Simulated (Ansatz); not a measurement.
## Density of states of Zn

```
Zn
1.0
     2.61436    0.00000    0.00000
    -1.30718    2.26410    0.00000
     0.00000    0.00000    4.87316
Zn
2
Direct
  0.33333 0.66667 0.25000
  0.66667 0.33333 0.75000
```

The cell is the one relaxed in the Materials Project (mp-79), not relaxed further here; entries there can be hypothetical.

All numbers below come from Ansatz 0.2.0, DFT, PBEsol, all-electron LAPW, scalar-relativistic.

Settings: a Γ-centred 18×18×9 k mesh, Fermi–Dirac smearing of 0.03 eV, basis error target 0.5 meV/atom, no spin polarisation.

States per eV and cell, averaged over 0.4 eV, from -9.8 to 2.0 eV, with energies (bin centres) from the Fermi level; empty bins are left out. The partial columns, the largest 2 alone, are projections on Löwdin-orthogonalised atomic shells (those that the program's projection atoms carry: the occupied ones and, for some elements, an empty d or f shell; other empty shells have no column), summed over atoms of an element. Weights on diffuse s and p shells depend on that basis and aren't pure angular character.

```
E (eV)  total  Zn 3d  Zn 4s
  -9.7   0.27   0.02   0.25
  -9.3   0.38   0.07   0.31
  -8.9   1.09   0.61   0.48
  -8.5   8.21   7.52   0.66
  -8.1  11.66  11.38   0.23
  -7.7  13.59  13.33   0.21
  -7.3  14.93  14.76   0.15
  -6.9   1.29   1.10   0.19
  -6.5   0.46   0.22   0.23
  -6.1   0.44   0.15   0.27
  -5.7   0.44   0.12   0.29
  -5.3   0.44   0.09   0.31
  -4.9   0.46   0.08   0.32
  -4.5   0.47   0.07   0.33
  -4.1   0.49   0.06   0.33
  -3.7   0.50   0.05   0.33
  -3.3   0.54   0.04   0.33
  -2.9   0.55   0.04   0.32
  -2.5   0.54   0.03   0.30
  -2.1   0.57   0.03   0.27
  -1.7   0.65   0.03   0.27
  -1.3   0.56   0.02   0.21
  -0.9   0.54   0.02   0.17
  -0.5   0.44   0.01   0.12
  -0.1   0.37   0.01   0.09
   0.3   0.42   0.01   0.12
   0.7   0.48   0.01   0.21
   1.1   0.59   0.01   0.25
   1.5   0.78   0.02   0.30
   1.9   0.74   0.01   0.23
```

Where is the centre of the filled Zn 3d states between -14 eV and the top of the filled states?

-7.73 eV from the Fermi level.
